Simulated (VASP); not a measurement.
Write the native input for VASP 6.6.1 that does the following.

* Task: single point
* Functional: PBEsol
* Potentials or basis: VASP PAW PBE potentials, release 64 (Pb_d)
* Cutoff: 520 eV
* k mesh: 15 × 15 × 8
* Occupations: gaussian, width 0.1 eV
* Spin: no spin polarisation
* Dipole correction: no
* Further INCAR settings: ALGO = Fast; EDIFF = 1e-06; NBANDS = 21

The structure of Pb lies in POSCAR:

```
Pb
1.0
    3.4315590810      0.0000000000      0.0000000000
   -1.7157795405      2.9718173387      0.0000000000
    0.0000000000      0.0000000000      5.5960372000
Pb
2
Direct
    0.3333333333      0.6666666667      0.2500000000
    0.6666666667      0.3333333333      0.7500000000
```

This isn't the form of Pb at room conditions, which is fcc.

The cell isn't the ideal one: strained and moved within the space group.

These files were run (other wordings do the same):

INCAR

```
SYSTEM = Pb
  ALGO = Fast
  EDIFF = 1E-6
  ENCUT = 520
  GGA = PS
  ISIF = 2
  ISMEAR = 0
  LASPH = .True.
  LCHARG = .False.
  LREAL = .False.
  LWAVE = .False.
  NBANDS = 21
  NELM = 100
  PREC = Accurate
  SIGMA = 0.1
```

KPOINTS

```
k-points
0
Gamma
  15 15 8
  0 0 0
```

Potentials or basis: VASP PAW PBE potentials, release 64 (Pb_d).

Command:

```bash
$ cat potpaw_PBE.64/Pb_d/POTCAR > POTCAR
$ mpirun -np 1 vasp_std > vasp.out
```

It gave:

```yaml
Pressure: 2.5 GPa
Band_gap_on_the_k_mesh: none (metal or under the smearing width)
```

Caveat: the PAW data sets were made with another functional, which shifts forces and pressure a little.

It took 69 s on 1 thread of Intel(R) Xeon(R) 6975P-C (Granite Rapids) (shared host), peak memory 0.26 GiB.
